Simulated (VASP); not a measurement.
# Mo (Im-3m) in VASP: a series of runs, part 2 of 2

VASP 6.6.1.

## 3. Relaxation of cell and atoms, PBE, target pressure 45 GPa, at which the enthalpy is minimised

This run uses another cell than the first one, of 13.88 Å³/atom, 0.891 times its volume.

INCAR reads:

```
SYSTEM = Mo
ALGO     = Fast           ! electronic algorithm
EDIFF    = 1E-7           ! SCF threshold, eV
EDIFFG   = -0.002         ! ionic threshold
ENCUT    = 700            ! plane-wave cutoff, eV
GGA      = PE             ! functional
IBRION   = 2              ! ionic algorithm
ISIF     = 3              ! what is computed and relaxed
ISMEAR   = 0              ! smearing method
LASPH    = .TRUE.         ! aspherical terms in the spheres
LCHARG   = .FALSE.        ! write CHGCAR
LREAL    = .FALSE.        ! projectors in reciprocal space
LWAVE    = .FALSE.        ! write WAVECAR
NELM     = 60             ! most SCF steps
NSW      = 80             ! ionic steps
PREC     = Accurate       ! precision mode
PSTRESS  = 450.0        
SIGMA    = 0.1            ! smearing width, eV
```

KPOINTS reads:

```
k-points
0
G
  18 18 18
  0 0 0
```

POSCAR reads:

```
Mo                                      
1.0
   -1.5139540286      1.5139540286      1.5139540286
    1.5139540286     -1.5139540286      1.5139540286
    1.5139540286      1.5139540286     -1.5139540286
  Mo            
     1
Direct
     0.0000000000000000    0.0000000000000000    0.0000000000000000
```

Potentials or basis: VASP PAW PBE potentials, release 64 (Mo_sv).

On the command line:

```
cat potpaw_PBE.64/Mo_sv/POTCAR > POTCAR
mpirun -np 1 vasp_std > vasp.out
```

OUTCAR:

```text
SYSTEM = Mo
   EDIFF = 1E-7
   EDIFFG = -0.002
   ENCUT = 700
   GGA = PE
   IBRION = 2
   ISIF = 3
   ISMEAR = 0
   LASPH = .TRUE.
   LREAL = .FALSE.
   NELM = 60
   NSW = 80
   PREC = Accurate
   PSTRESS = 450.0

 ion  position               nearest neighbor table
   1  0.000  0.000  0.000-

  LATTYP: Found a body centered cubic cell.
 ALAT       =     3.0279080572

  Lattice vectors:

 A1 = (  -1.5139540286,   1.5139540286,   1.5139540286)
 A2 = (   1.5139540286,  -1.5139540286,   1.5139540286)
 A3 = (   1.5139540286,   1.5139540286,  -1.5139540286)

Analysis of symmetry for initial positions (statically):
=====================================================================
 Subroutine PRICEL returns:
 Original cell was already a primitive cell.

 Routine SETGRP: Setting up the symmetry group for a
 body centered cubic supercell.

 Subroutine GETGRP returns: Found 48 space group operations
 (whereof 48 operations were pure point group operations)
 out of a pool of 48 trial point group operations.

The static configuration has the point symmetry O_h .

Analysis of symmetry for dynamics (positions and initial velocities):
=====================================================================
[... 167 lines left out ...]
  Total        3.8963479      3.8963479      3.8963479      0.0000000      0.0000000      0.0000000
  in kB      449.7490485    449.7490485    449.7490485      0.0000000      0.0000000      0.0000000
  external PRESSURE =      -0.2509515 kB  Pullay stress =     450.0000000 kB
[... 61 lines left out ...]
--------------------------------------- Ionic step        3  -------------------------------------------

 number of electron      14.0000002 magnetization

 Free energy of the ion-electron system (eV)
  ---------------------------------------------------
  ext. energy  EPLUGINS =         0.00000000
  ---------------------------------------------------
  free energy    TOTEN  =       -10.69257895 eV

  energy without entropy =      -10.69052054  energy(sigma->0) =      -10.69154974

 E-fermi :  14.6478     XC(G=0): -14.0749

 val. band max:       14.6112064211   @ k =  -0.3889   0.4444   0.2778
 cond. band min:      14.6779511883   @ k =  -0.3333   0.3889   0.2778
 fundamental gap:      0.0667447672
 Fermi energy:        14.6477559448

 k-point     1 :       0.0000    0.0000    0.0000
  band No.  band energies     occupation
      1     -46.7396      2.00000
      2     -19.6712      2.00000
      3     -19.6712      2.00000
      4     -19.6712      2.00000
      5       7.0266      2.00000
      6      12.9828      2.00000
      7      12.9828      2.00000
      8      12.9828      2.00000
      9      16.4743      0.00000
     10      16.4743      0.00000
     11      29.5826      0.00000
[... 309 lines left out ...]
 k-point    24 :       0.3889    0.1111    0.0000
  band No.  band energies     occupation
      1     -46.3155      2.00000
      2     -21.5661      2.00000
      3     -20.3634      2.00000
      4     -19.7825      2.00000
      5       9.0124      2.00000
      6      10.7879      2.00000
      7      14.8296      0.01011
      8      16.4223      0.00000
      9      17.8209      0.00000
     10      20.9520      0.00000
     11      27.6163      0.00000

 [... further k-points ...]
[... 5 lines left out ...]
  --------------------------------------------------------------------------------------
  -------------------------------------------------------------------------------------
  Total        3.8978302      3.8978302      3.8978302      0.0000000     -0.0000000     -0.0000000
  in kB      449.9483224    449.9483224    449.9483224      0.0000000     -0.0000000     -0.0000000
  external PRESSURE =      -0.0516776 kB  Pullay stress =     450.0000000 kB
[... 20 lines left out ...]
  energy  without entropy=      -10.6905205356  energy(sigma->0) =      -10.69154974

  enthalpy is  TOTEN    =        -6.7943010879 eV   P V=        3.8982778641

 reached required accuracy - stopping structural energy minimisation
```

OSZICAR:

```text
N       E                     dE             d eps       ncg     rms          rms(c)
DAV:   1     0.112080235398E+03    0.11208E+03   -0.99109E+03  4306   0.166E+03
DAV:   2    -0.951026876541E+01   -0.12159E+03   -0.11734E+03  4616   0.393E+02
DAV:   3    -0.112370918995E+02   -0.17268E+01   -0.17111E+01  5013   0.462E+01
[... 22 lines left out ...]
RMM:   2    -0.106925803719E+02    0.92171E-05   -0.18043E-05  4290   0.485E-02    0.864E-03
RMM:   3    -0.106925793678E+02    0.10041E-05   -0.51520E-06  4282   0.252E-02    0.751E-03
RMM:   4    -0.106925788015E+02    0.56636E-06   -0.33524E-07  3381   0.754E-03    0.400E-03
RMM:   5    -0.106925789337E+02   -0.13225E-06   -0.17542E-07  2607   0.534E-03    0.167E-04
RMM:   6    -0.106925789520E+02   -0.18308E-07   -0.19476E-08  2196   0.191E-03
   3 F= -.67943011E+01 E0= -.67932719E+01  d E =-.134055E-06
```

CONTCAR:

```text
Mo
   1.00000000000000
    -1.5139224285445188    1.5139224285445188    1.5139224285445188
     1.5139224285445188   -1.5139224285445188    1.5139224285445188
     1.5139224285445188    1.5139224285445188   -1.5139224285445188
  Mo
     1
Direct
     0.0000000000000000    0.0000000000000000    0.0000000000000000

  0.00000000E+00  0.00000000E+00  0.00000000E+00
```

Run time: 25 s. Hardware: 1 thread of Intel Xeon 6975P-C (Granite Rapids), shared host; peak memory 0.17 GiB.

What came out:

```yaml
Free_energy: -10.6926 eV
Energy_change_on_relaxing_the_enthalpy_is_what_falls: +0.2 meV/atom
Ionic_steps: 3
Pressure_after_relaxing: 45.0 GPa
Band_gap_on_the_k_mesh: none (metal or under the smearing width)
```

The path:
| step | energy change (eV) | largest force (eV/Å) | pressure (GPa) | volume (Å³) |
| --- | --- | --- | --- | --- |
| 1 | 0.0000 | 0.0000 | 44.97 | 13.88 |
| 2 | 0.0012 | 0.0000 | 45.10 | 13.88 |
| 3 | 0.0002 | 0.0000 | 44.99 | 13.88 |

Final structure:
```
Mo
1.0
    -1.51392    1.51392    1.51392
     1.51392   -1.51392    1.51392
     1.51392    1.51392   -1.51392
Mo
1
Direct
  0.00000 0.00000 0.00000
```

Caveat: the cell is relaxed towards a set pressure, so the enthalpy falls and the energy may rise.
